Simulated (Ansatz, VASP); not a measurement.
# Two plane-wave programs on CaO

```
Ca O
1.0
     0.00000    2.33979    2.33979
     2.33979    0.00000    2.33979
     2.33979    2.33979    0.00000
Ca O
1 1
Direct
  0.00000 0.00000 0.00000
  0.50000 0.50000 0.50000
```

Alike in both runs: functional r2SCAN; k mesh 8 × 8 × 8; no spin polarisation.

Ansatz relaxed the structure, and its values are those at the end. VASP's run is a single point on that final structure, the one shown.

```csv
,VASP,Ansatz
version,VASP 6.6.1,Ansatz 0.2.0
potentials or method,"VASP PAW PBE potentials, release 64 (Ca_sv, O)","PAW with Ansatz's default frozen-core files, scalar-relativistic"
plane-wave cutoff (eV),520,500
occupations,"gaussian, width 0.01 eV",fixed
valence electrons in the cell,16,16
```

|  | VASP | Ansatz | Ansatz less VASP |
| --- | --- | --- | --- |
| gap on the k mesh at the Fermi level (eV) | 4.15 | 4.17 | +0.017 |
| pressure (GPa) | 11.5 | 10.0 | -1.45 |

Caveats: the PAW data sets were made with another functional, which shifts forces and pressure a little (VASP). A k mesh can miss the band edges.
